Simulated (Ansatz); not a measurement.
A relaxation computed with Ansatz, from input to last step.

```yaml
crystal:
  lattice:
    - [3.2046974278, 0.0, 0.0]
    - [-1.6023487139, 2.7753493839, 0.0]
    - [0.0, 0.0, 10.1367908798]
  atoms:
    - { symbol: Hf, position: [0.0, 0.0, 0.0] }
    - { symbol: Hf, position: [0.3333333333, 0.6666666667, 0.25] }
    - { symbol: Hf, position: [0.0, 0.0, 0.5] }
    - { symbol: Hf, position: [0.6666666667, 0.3333333333, 0.75] }
basis:
  ecutwfc: 420
kpoints:
  mp_grid: { grid: [15, 15, 4] }
hamiltonian:
  xc: pbe
scf:
  occupations: { method: gaussian, width: 0.1 }
output:
  forces: true
  stress: true
  eigenvalues: true
  populations: true
  write_density: true
  write_potential: true
  elf: true
  volumetric_format: npy
relax:
  adjacent_minimum: "off"
  f_tol: 0.01
  max_steps: 45
  cell: { stress_tol: 0.05 }
```

```bash
ansatz run input.yaml --threads 1 --pin off --max-ram 2560MiB --backend cpu --events-out ev --progress --plain --runs-dir out
```

The calculation used Ansatz, DFT PBE, scalar-relativistic, plane waves, PAW.

Of 5 frames 5 are shown, positions in Å and forces in eV/Å; the SCF threshold varies from step to step. Steps run on the plane waves of an earlier cell, with a Pulay correction in the pressure. The basis is chosen afresh for the last frame, the zero of the energies, and can be on the way; energy and pressure step there, also at an unchanged geometry. The mark taken_back stands on steps that the optimiser undid.

```xyz
4
Lattice="3.2047 0.0000 0.0000 -1.6023 2.7753 0.0000 0.0000 0.0000 10.1368" Properties=species:S:1:pos:R:3:forces:R:3 pbc="T T T" step=1 free_energy_over_end_meV_per_atom=0.78 pressure_GPa=0.69
Hf    0.0000    0.0000    0.0000    0.0000    0.0000    0.0000
Hf    0.0000    1.8502    2.5342    0.0000    0.0000    0.0000
Hf    0.0000    0.0000    5.0684    0.0000    0.0000    0.0000
Hf    1.6023    0.9251    7.6026    0.0000    0.0000    0.0000
4
Lattice="3.2076 0.0000 0.0000 -1.6038 2.7779 0.0000 0.0000 0.0000 10.2835" Properties=species:S:1:pos:R:3:forces:R:3 pbc="T T T" step=2 free_energy_over_end_meV_per_atom=0.93 pressure_GPa=-1.00 taken_back
Hf    0.0000    0.0000    0.0000    0.0000    0.0000    0.0000
Hf    0.0000    1.8519    2.5709    0.0000    0.0000    0.0000
Hf    0.0000    0.0000    5.1418    0.0000    0.0000    0.0000
Hf    1.6038    0.9260    7.7126    0.0000    0.0000    0.0000
4
Lattice="3.2033 0.0000 0.0000 -1.6017 2.7742 0.0000 0.0000 0.0000 10.2075" Properties=species:S:1:pos:R:3:forces:R:3 pbc="T T T" step=3 free_energy_over_end_meV_per_atom=0.05 pressure_GPa=0.05
Hf    0.0000    0.0000    0.0000    0.0000    0.0000    0.0000
Hf    0.0000    1.8494    2.5519    0.0000    0.0000    0.0000
Hf    0.0000    0.0000    5.1037    0.0000    0.0000    0.0000
Hf    1.6017    0.9247    7.6556    0.0000    0.0000    0.0000
4
Lattice="3.2024 0.0000 0.0000 -1.6012 2.7733 0.0000 0.0000 0.0000 10.2179" Properties=species:S:1:pos:R:3:forces:R:3 pbc="T T T" step=4 free_energy_over_end_meV_per_atom=0.04 pressure_GPa=0.00
Hf    0.0000    0.0000    0.0000    0.0000    0.0000    0.0000
Hf    0.0000    1.8489    2.5545    0.0000    0.0000    0.0000
Hf    0.0000    0.0000    5.1090    0.0000    0.0000    0.0000
Hf    1.6012    0.9244    7.6634    0.0000    0.0000    0.0000
4
Lattice="3.2024 0.0000 0.0000 -1.6012 2.7733 0.0000 0.0000 0.0000 10.2179" Properties=species:S:1:pos:R:3:forces:R:3 pbc="T T T" step=5 free_energy_over_end_meV_per_atom=0.00 pressure_GPa=0.00
Hf    0.0000    0.0000    0.0000    0.0000    0.0000    0.0000
Hf    0.0000    1.8489    2.5545    0.0000    0.0000    0.0000
Hf    0.0000    0.0000    5.1090    0.0000    0.0000    0.0000
Hf    1.6012    0.9244    7.6634    0.0000    0.0000    0.0000
```

Time: 2 min on 1 thread of AMD EPYC 7R13 Processor (Zen 3) (shared host), peak memory 0.68 GiB.

Spin–orbit coupling is left out, which can shift energies with elements as heavy as these.